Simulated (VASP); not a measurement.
# BAs (F-43m) in VASP: settings compared

The runs below take BAs through relaxation of cell and atoms, single point, with MS2, PBE.

All numbers are computed with VASP 6.6.1; they aren't measurements. Logs are shortened: lines on timing, memory, paths and dates and some standing lists are left out, and cuts for length are marked.

**1. Starting point**

It takes space group F-43m (No. 216, cubic). The conventional cell has a = 4.777 Å, b = 4.777 Å, c = 4.777 Å, α = 90.00°, β = 90.00°, γ = 90.00°. Around As (site symmetry -43m) lie 4 B at 2.07 Å. Around B (site symmetry -43m) lie 4 As at 2.07 Å.

**2. Relaxation of cell and atoms, MS2**

INCAR reads:

```
SYSTEM = BAs
ALGO = Normal
EDIFF = 1E-6
EDIFFG = -0.02
ENCUT = 600
IBRION = 2
ISIF = 3
ISMEAR = -1
LASPH = .True.
LCHARG = .False.
LMIXTAU = .True.
LREAL = .False.
LWAVE = .False.
METAGGA = MS2
NELM = 80
NSW = 60
PREC = Accurate
SIGMA = 0.05
```

KPOINTS reads:

```
k-points
0
Gamma
  10 10 10
  0 0 0
```

POSCAR reads:

```
BAs
1.0
    0.0000000000      2.3885000000      2.3885000000
    2.3885000000      0.0000000000      2.3885000000
    2.3885000000      2.3885000000      0.0000000000
As B
1 1
Direct
    0.7500000000      0.7500000000      0.7500000000
    0.0000000000      0.0000000000      0.0000000000
```

Potentials or basis: VASP PAW PBE potentials, release 64 (As, B).

On the command line:

```bash
$ cat potpaw_PBE.64/As/POTCAR potpaw_PBE.64/B/POTCAR > POTCAR
$ mpirun -np 1 vasp_std > vasp.out
```

OUTCAR:

```text
SYSTEM = BAs
   EDIFF = 1E-6
   EDIFFG = -0.02
   ENCUT = 600
   IBRION = 2
   ISIF = 3
   ISMEAR = -1
   LASPH = .True.
   LREAL = .False.
   METAGGA = MS2
   NELM = 80
   NSW = 60
   PREC = Accurate

 ion  position               nearest neighbor table
   1  0.750  0.750  0.750-   2 2.07   2 2.07   2 2.07   2 2.07
   2  0.000  0.000  0.000-   1 2.07   1 2.07   1 2.07   1 2.07

  LATTYP: Found a face centered cubic cell.
 ALAT       =     4.7770000000

  Lattice vectors:

 A1 = (   0.0000000000,   2.3885000000,   2.3885000000)
 A2 = (   2.3885000000,   0.0000000000,   2.3885000000)
 A3 = (   2.3885000000,   2.3885000000,   0.0000000000)

Analysis of symmetry for initial positions (statically):
=====================================================================
 Subroutine PRICEL returns:
 Original cell was already a primitive cell.

 Routine SETGRP: Setting up the symmetry group for a
 face centered cubic supercell.

 Subroutine GETGRP returns: Found 24 space group operations
 (whereof 24 operations were pure point group operations)
 out of a pool of 48 trial point group operations.

The static configuration has the point symmetry T_d .

Analysis of symmetry for dynamics (positions and initial velocities):
=====================================================================
 Subroutine PRICEL returns:
 Original cell was already a primitive cell.

 Routine SETGRP: Setting up the symmetry group for a
 face centered cubic supercell.

 Subroutine GETGRP returns: Found 24 space group operations
 (whereof 24 operations were pure point group operations)
 out of a pool of 48 trial point group operations.

The dynamic configuration has the point symmetry T_d .

 Subroutine INISYM returns: Found 24 space group operations
 (whereof 24 operations are pure point group operations),
 and found     1 'primitive' translations

----------------------------------------------------------------------------------------

                                     Primitive cell

  volume of cell :      27.2525

  direct lattice vectors                    reciprocal lattice vectors
     0.000000000  2.388500000  2.388500000    -0.209336404  0.209336404  0.209336404
     2.388500000  0.000000000  2.388500000     0.209336404 -0.209336404  0.209336404
     2.388500000  2.388500000  0.000000000     0.209336404  0.209336404 -0.209336404

  length of vectors
     3.377849094  3.377849094  3.377849094     0.362581287  0.362581287  0.362581287

  position of ions in fractional coordinates (direct lattice)
     0.750000000  0.750000000  0.750000000
     0.000000000  0.000000000  0.000000000

  ion indices of the primitive-cell ions
   primitive index   ion index
                 1           1
                 2           2

----------------------------------------------------------------------------------------

 KPOINTS: k-points

Automatic generation of k-mesh.
 Grid dimensions read from file:
 generate k-points for:   10   10   10

 Generating k-lattice:

  Cartesian coordinates                     Fractional coordinates (reciprocal lattice)
    -0.020933640  0.020933640  0.020933640     0.100000000  0.000000000  0.000000000
     0.020933640 -0.020933640  0.020933640     0.000000000  0.100000000  0.000000000
     0.020933640  0.020933640 -0.020933640     0.000000000  0.000000000  0.100000000

  Length of vectors
     0.036258129  0.036258129  0.036258129

  Shift w.r.t. Gamma in fractional coordinates (k-lattice)
     0.000000000  0.000000000  0.000000000

 Subroutine IBZKPT returns following result:
 ===========================================

 Found     47 irreducible k-points:

 Following reciprocal coordinates:
            Coordinates               Weight
  0.000000  0.000000  0.000000      1.000000
  0.100000  0.000000  0.000000      8.000000
  0.200000  0.000000  0.000000      8.000000
  0.300000  0.000000  0.000000      8.000000
  0.400000  0.000000  0.000000      8.000000
  0.500000  0.000000  0.000000      4.000000
[... 39 lines left out ...]
 -0.300000  0.400000  0.200000     24.000000
 -0.300000  0.500000  0.200000     12.000000
   k-points           NKPTS =     47   k-points in BZ     NKDIM =     47   number of bands    NBANDS=      8
   number of dos      NEDOS =    301   number of ions     NIONS =      2
   total plane-waves  NPLWV =  21952
   dimension x,y,z NGX =    28 NGY =   28 NGZ =   28
   dimension x,y,z NGXF=    56 NGYF=   56 NGZF=   56
   ions per type =               1   1
   NGX,Y,Z   is equivalent  to a cutoff of  13.78, 13.78, 13.78 a.u.
   NGXF,Y,Z  is equivalent  to a cutoff of  27.56, 27.56, 27.56 a.u.
 SYSTEM =  BAs
   PREC   = accura    normal or accurate (medium, high low for compatibility)
   ISTART =      0    job   : 0-new  1-cont  2-samecut
   ICHARG =      2    charge: 1-file 2-atom 10-const
   ISPIN  =      1    spin polarized calculation?
   LNONCOLLINEAR =      F non collinear calculations
   LSORBIT =      F    spin-orbit coupling
   LASPH  =      T    aspherical Exc in radial PAW
   ENCUT  =  600.0 eV  44.10 Ry    6.64 a.u.   6.75  6.75  6.75*2*pi/ulx,y,z
   NELM   =     80;   NELMIN=  2; NELMDL= -5     # of ELM steps
   EDIFF  = 0.1E-05   stopping-criterion for ELM
   LREAL  =      F    real-space projection
   EDIFFG = -.2E-01   stopping-criterion for IOM
   NSW    =     60    number of steps for IOM
   IBRION =      2    ionic relax: 0-MD 1-quasi-New 2-CG
   NFREE  =      1    steps in history (QN), initial steepest desc. (CG)
   ISIF   =      3    stress and relaxation
   ISYM   =      2    0-nonsym 1-usesym 2-fastsym
   POTIM  = 0.5000    time-step for ionic-motion
   TEBEG  =    0.0;   TEEND  =   0.0 temperature during run
   PSTRESS=    0.0 pullay stress
   NELECT =       8.0000    total number of electrons
   NUPDOWN=      -1.0000    fix difference up-down
   EMIN   =  10.00;   EMAX   =-10.00  energy-range for DOS
   EFERMI =   0.00;   METHOD = LEGACY
   ISMEAR =    -1;   SIGMA  =   0.05  broadening in eV -4-tet -1-fermi 0-gaus
   EFERMI_NEDOS =   21; number of points for ismear=-14 and -15
   IALGO  =     38    algorithm
   IMIX   =      4    mixing-type and parameters
     AMIX     =   0.40;   BMIX     =  1.00
     AMIX_MAG =   1.60;   BMIX_MAG =  1.00
  volume/ion in A,a.u.               =      13.63        91.95
  Fermi-wavevector in a.u.,A,eV,Ry     =   1.088018  2.056057 16.106360  1.183784
  Thomas-Fermi vector in A             =   2.224191
   LORBIT       =      0    0 simple, 1 ext, 2 COOP (PROOUT), +10 PAW based schemes
   METAGGA = MS2    functional components
   LHFCALC =     F    Hartree Fock is set to
   AEXX    =    0.0000 exact exchange contribution
   IVDW    =     0    specifies the selected vdW correction
   LEPSILON=     F    determine dielectric tensor
   LRPA    =     F    only Hartree local field effects (RPA)
 conjugate gradient relaxation of ions
 non-spin polarized calculation
  energy-cutoff  :      600.00
  volume of cell :       27.25
 maximum number of plane-waves:       941
   NGX = 13   NGY = 13   NGZ = 13

 number of electron       8.0000000 magnetization

 Free energy of the ion-electron system (eV)
  ---------------------------------------------------
  ext. energy  EPLUGINS =         0.00000000
  ---------------------------------------------------
  free energy    TOTEN  =       -14.21061659 eV

  energy without entropy =      -14.21061659  energy(sigma->0) =      -14.21061659

 E-fermi :   6.5951     XC(G=0): -10.9576

 val. band max:        5.8426502741   @ k =   0.0000   0.0000   0.0000
 cond. band min:       7.3818833237   @ k =   0.4000   0.4000   0.0000
 fundamental gap:      1.5392330496
 Fermi energy:         6.5951228568

 k-point     1 :       0.0000    0.0000    0.0000
  band No.  band energies     occupation
      1      -9.7527      2.00000
      2       5.8426      2.00000
      3       5.8426      2.00000
      4       5.8427      2.00000
      5       9.7396      0.00000
      6       9.7396      0.00000
      7       9.7396      0.00000
      8      11.4098      0.00000

 k-point     2 :       0.1000    0.0000    0.0000
  band No.  band energies     occupation
      1      -9.5840      2.00000
      2       4.5106      2.00000
      3       5.5643      2.00000
      4       5.5643      2.00000
      5       9.8623      0.00000
      6      10.1238      0.00000
      7      10.1238      0.00000
      8      12.1786      0.00000

 k-point     3 :       0.2000    0.0000    0.0000
  band No.  band energies     occupation
      1      -9.0865      2.00000
      2       2.1371      2.00000
      3       5.0104      2.00000
      4       5.0104      2.00000
      5       9.6272      0.00000
      6      10.8404      0.00000
      7      10.8404      0.00000
      8      13.7018      0.00000

 k-point     4 :       0.3000    0.0000    0.0000
  band No.  band energies     occupation
      1      -8.2965      2.00000
      2      -0.2000      2.00000
      3       4.5052      2.00000
      4       4.5052      2.00000
      5       9.3320      0.00000
      6      11.2394      0.00000
      7      11.2394      0.00000
      8      14.8740      0.00000

 k-point     5 :       0.4000    0.0000    0.0000
  band No.  band energies     occupation
      1      -7.3486      2.00000
      2      -2.1246      2.00000
      3       4.1762      2.00000
      4       4.1762      2.00000
      5       9.1371      0.00000
      6      11.2492      0.00000
      7      11.2492      0.00000
      8      15.1365      0.00000

 k-point     6 :       0.5000    0.0000    0.0000
  band No.  band energies     occupation
      1      -6.7918      2.00000
      2      -3.0132      2.00000
      3       4.0635      2.00000
      4       4.0635      2.00000
      5       9.0713      0.00000
      6      11.2032      0.00000
      7      11.2032      0.00000
      8      15.0916      0.00000

 k-point     7 :       0.1000    0.1000    0.0000
  band No.  band energies     occupation
      1      -9.5276      2.00000
      2       4.8834      2.00000
      3       5.0650      2.00000
      4       5.0650      2.00000
      5       9.1880      0.00000
      6      10.7705      0.00000
      7      10.7705      0.00000
      8      12.0931      0.00000
[... 309 lines left out ...]
 k-point    36 :       0.4000    0.3000    0.1000
  band No.  band energies     occupation
      1      -7.5905      2.00000
      2       0.1050      2.00000
      3       2.0306      2.00000
      4       2.9678      2.00000
      5       8.7532      0.00000
      6      10.7392      0.00000
      7      13.3811      0.00000
      8      14.9006      0.00000

 k-point    37 :       0.5000    0.3000    0.1000
  band No.  band energies     occupation
      1      -6.7119      2.00000
      2      -1.2861      2.00000
      3       1.2590      2.00000
      4       2.5014      2.00000
      5       9.3445      0.00000
      6      11.4628      0.00000
      7      12.9914      0.00000
      8      15.5172      0.00000

 k-point    38 :      -0.4000    0.3000    0.1000
  band No.  band energies     occupation
      1      -5.9857      2.00000
      2      -2.3094      2.00000
      3       0.7437      2.00000
      4       2.4158      2.00000
      5       9.6345      0.00000
      6      12.2881      0.00000
      7      13.6419      0.00000
      8      15.4862      0.00000

 k-point    39 :      -0.3000    0.3000    0.1000
  band No.  band energies     occupation
      1      -6.1950      2.00000
      2      -2.0091      2.00000
      3       0.5133      2.00000
      4       2.7522      2.00000
      5      10.0554      0.00000
      6      12.0290      0.00000
      7      13.9321      0.00000
      8      15.5660      0.00000

 k-point    40 :      -0.2000    0.3000    0.1000
  band No.  band energies     occupation
      1      -7.0508      2.00000
      2      -0.8705      2.00000
      3       0.8875      2.00000
      4       3.3602      2.00000
      5      10.5087      0.00000
      6      11.5706      0.00000
      7      12.6938      0.00000
      8      14.6518      0.00000

 [... further k-points ...]
[... 5 lines left out ...]
  --------------------------------------------------------------------------------------
  -------------------------------------------------------------------------------------
  Total       -0.0111175     -0.0111175     -0.0111175     -0.0000000     -0.0000000      0.0000000
  in kB       -0.6536017     -0.6536017     -0.6536017     -0.0000000     -0.0000000      0.0000000
  external PRESSURE =      -0.6536017 kB  Pullay stress =       0.0000000 kB

 VOLUME and BASIS-vectors are now :
 -----------------------------------------------------------------------------
  energy-cutoff  :      600.00
  volume of cell :       27.25
      direct lattice vectors                 reciprocal lattice vectors
     0.000000000  2.388500000  2.388500000    -0.209336404  0.209336404  0.209336404
     2.388500000  0.000000000  2.388500000     0.209336404 -0.209336404  0.209336404
     2.388500000  2.388500000  0.000000000     0.209336404  0.209336404 -0.209336404

 POSITION                                       TOTAL-FORCE (eV/Angst)
 -----------------------------------------------------------------------------------
      3.58275      3.58275      3.58275         0.000000      0.000000      0.000000
      0.00000      0.00000      0.00000        -0.000000     -0.000000     -0.000000
 -----------------------------------------------------------------------------------
    total drift:                               -0.000001     -0.000001     -0.000001

  FREE ENERGIE OF THE ION-ELECTRON SYSTEM (eV)
  ---------------------------------------------------
  free  energy   TOTEN  =       -14.2106165948 eV

  energy  without entropy=      -14.2106165918  energy(sigma->0) =      -14.21061659

 reached required accuracy - stopping structural energy minimisation
```

Wall time 47 s (1 thread of Intel Xeon Platinum 8488C (Sapphire Rapids), shared host); peak memory 0.17 GiB.

Results:

```yaml
Free_energy: -14.2106 eV
Pressure_after_relaxing: -0.1 GPa
Band_gap_on_the_k_mesh: 1.54 eV, indirect (least direct gap 3.90 eV)
```

Final structure:
```
CELL_PARAMETERS angstrom
0.00000 2.38850 2.38850
2.38850 0.00000 2.38850
2.38850 2.38850 0.00000
ATOMIC_POSITIONS crystal
As 0.75000 0.75000 0.75000
B 0.00000 0.00000 0.00000
```

Levels at points of the mesh, in eV from the valence-band top:
| k point | band 1 | band 2 | band 3 | band 4 | band 5 | band 6 | band 7 | band 8 |
| --- | --- | --- | --- | --- | --- | --- | --- | --- |
| (0.00, 0.00, 0.00) | -15.60 | 0.00 | 0.00 | 0.00 | 3.90 | 3.90 | 3.90 | 5.57 |
| (0.50, 0.00, 0.00) | -12.63 | -8.86 | -1.78 | -1.78 | 3.23 | 5.36 | 5.36 | 9.25 |
| (0.50, 0.50, 0.00) | -11.23 | -8.69 | -4.03 | -4.03 | 1.71 | 1.89 | 12.33 | 12.33 |

Caveat: the relaxation stopped at its first step, so nothing moved; the PAW data sets were made with another functional, which shifts forces and pressure a little. A k mesh can miss the band edges.

**3. Single point, PBE**

INCAR reads:

```
SYSTEM = BAs
  PREC = Accurate
  ENCUT = 520
  EDIFF = 1E-7
  ISMEAR = 0
  SIGMA = 0.012
  LREAL = .False.
  LASPH = .True.
  NELM = 60
  ALGO = Normal
  ISIF = 2
  LWAVE = .False.
  LCHARG = .False.
  GGA = PE
```

KPOINTS reads:

```
Automatic mesh
0
Gamma
  10 10 10
  0 0 0
```

POSCAR is that of step 2.

Potentials or basis: VASP PAW PBE potentials, release 64 (As, B).

On the command line:

```bash
$ cat potpaw_PBE.64/As/POTCAR potpaw_PBE.64/B/POTCAR > POTCAR
$ mpirun -np 1 vasp_std > vasp.out
```

Wall time 15 s (1 thread of Intel Xeon Platinum 8488C (Sapphire Rapids), shared host); peak memory 0.15 GiB.

Results (log left out):

```yaml
Free_energy: -11.4064 eV
Pressure: 3.4 GPa
Band_gap_on_the_k_mesh: 1.18 eV, indirect (least direct gap 3.28 eV)
```

Levels at points of the mesh, in eV from the valence-band top:
```
           k point  band 1  band 2  band 3  band 4  band 5  band 6  band 7  band 8
(0.00, 0.00, 0.00)  -15.40    0.00    0.00    0.00    3.28    3.28    3.28    4.69
(0.50, 0.00, 0.00)  -12.53   -8.79   -1.82   -1.82    2.69    4.78    4.78    8.86
(0.50, 0.50, 0.00)  -11.21   -8.53   -4.08   -4.08    1.43    1.44   11.37   11.37
```

A k mesh can miss the band edges.
